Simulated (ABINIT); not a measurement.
Runs of ABINIT 10.8.3 (patched build) on CdS (Hawleyite). Symmetry: F-43m, No. 216, cubic system. The conventional cell has a = 5.833 Å, b = 5.833 Å, c = 5.833 Å, α = 90.00°, β = 90.00°, γ = 90.00°. Cd (site symmetry -43m) is surrounded by 4 S at 2.53 Å. Around S (site symmetry -43m) lie 4 Cd at 2.53 Å. 

```tsv
task	level	potentials or basis	k mesh	cutoff (eV)	smearing	fine-grid cutoff	most SCF steps	mesh quality	gap on the mesh (eV)	pressure (GPa)	V0 of scaled cells (Å³/atom)	B0 (GPa)
single point	PBE	JTH PAW PBE v2.0	3 × 3 × 3	599	fermi-dirac 0.05 eV	1197.3 eV	-	coarse	1.09	3.6	-	-
single point	PBE	JTH PAW PBE v2.0	10 × 10 × 10	544	fermi-dirac 0.05 eV	1088.46 eV	-	not flagged	1.13	-	-	-
equation of state	LDA	JTH PAW LDA v2.0	8 × 8 × 8	544	fermi-dirac 0.05 eV	1088.46 eV	-	not flagged	-	-	23.87	68
band structure	r2SCAN	JTH PAW PBE v2.0	8 × 8 × 8	653	fermi-dirac 0.05 eV	1251.72 eV	-	not flagged	1.56	-	-	-
equation of state	PBE+D3	JTH PAW PBE v2.0	8 × 8 × 8	544	fermi-dirac 0.05 eV	1088.46 eV	-	not flagged	-	-	25.11	60
band structure	rPW86PBE	JTH PAW PBE v2.0	8 × 8 × 8	599	fermi-dirac 0.05 eV	1197.3 eV	-	not flagged	1.00	5.4	-	-
equation of state	LDA-PZ	JTH PAW LDA v2.0	8 × 8 × 8	544	fermi-dirac 0.05 eV	1088.46 eV	-	not flagged	-	-	23.88	68
equation of state	PBEsol	JTH PAW PBE v2.0	8 × 8 × 8	599	fermi-dirac 0.05 eV	1197.3 eV	-	not flagged	-	-	24.73	62
equation of state	BP86	JTH PAW PBE v2.0	8 × 8 × 8	544	fermi-dirac 0.05 eV	1088.46 eV	-	not flagged	-	-	26.10	54
single point	LDA	JTH PAW LDA v2.0	6 × 6 × 6	544	fermi-dirac 0.05 eV	1088.46 eV	-	not flagged	(b)	-	-	-
single point	HSE06	SG15 NC PBE v1.2	6 × 6 × 6	599	fixed	-	60	not flagged	1.96	(a)	-	-
equation of state	PBE+D3(BJ)	JTH PAW PBE v2.0	8 × 8 × 8	544	fermi-dirac 0.05 eV	1088.46 eV	-	not flagged	-	-	25.08	59
```

Alike in all rows: no spin polarisation; cell as given.

Task: Estimate the missing entries.

Result: (a) 1.1; (b) 0.84.

Caveats: some runs use coarse meshes; pressures at fixed basis lie under the slope of the energies (some runs); the PAW data sets were made with another functional, which shifts forces and pressure a little (some runs); an odd mesh through Γ misses points on the zone boundary, where band edges often lie (some runs); Libxc's HSE differs a little from that of other programs (some runs); the potentials were made for another functional, which shifts forces and pressure (some runs).

A k mesh can miss the band edges, and the runs leave out spin-orbit coupling on Cd.

Not every run made on this cell is shown here.
